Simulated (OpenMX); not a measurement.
HfN:

```
CELL_PARAMETERS angstrom
0.00000 2.25600 2.25600
2.25600 0.00000 2.25600
2.25600 2.25600 0.00000
ATOMIC_POSITIONS crystal
Hf 0.00000 0.00000 0.00000
N 0.50000 0.50000 0.50000
```

Base run:

| Item | Value |
| --- | --- |
| Program | OpenMX 3.8.5 |
| Functional | PBE |
| Potentials or basis | OpenMX 2013 PBE set, Hf7.0-s3p2d2f1, N6.0-s2p2d1, grid cutoff 400 Ry |
| k mesh | 11 × 11 × 11 |
| Occupations | fermi-dirac, width 0.05 eV |
| Spin | no spin polarisation |

Its results: pressure 5.1 GPa.

Task: After a change of settings the same cell gave: pressure 3.5 GPa. Which change was it?
A. potentials or basis from OpenMX 2013 PBE set, Hf7.0-s3p2d2f1, N6.0-s2p2d1, grid cutoff 400 Ry to OpenMX 2013 PBE set, Hf7.0-s3p2d2, N6.0-s2p2, grid cutoff 400 Ry
B. functional from PBE to LDA; potentials or basis from OpenMX 2013 PBE set, Hf7.0-s3p2d2f1, N6.0-s2p2d1, grid cutoff 400 Ry to OpenMX 2013 LDA set, Hf7.0-s3p2d2f1, N6.0-s2p2d1, grid cutoff 400 Ry
C. potentials or basis from OpenMX 2013 PBE set, Hf7.0-s3p2d2f1, N6.0-s2p2d1, grid cutoff 400 Ry to OpenMX 2013 PBE set, Hf7.0-s3p2d2f2, N6.0-s3p2d2, grid cutoff 400 Ry

Result: C.

Caveats: the basis of atomic orbitals isn't converged, which shifts pressures, moduli and gaps.

Not every run made on this cell is shown here.
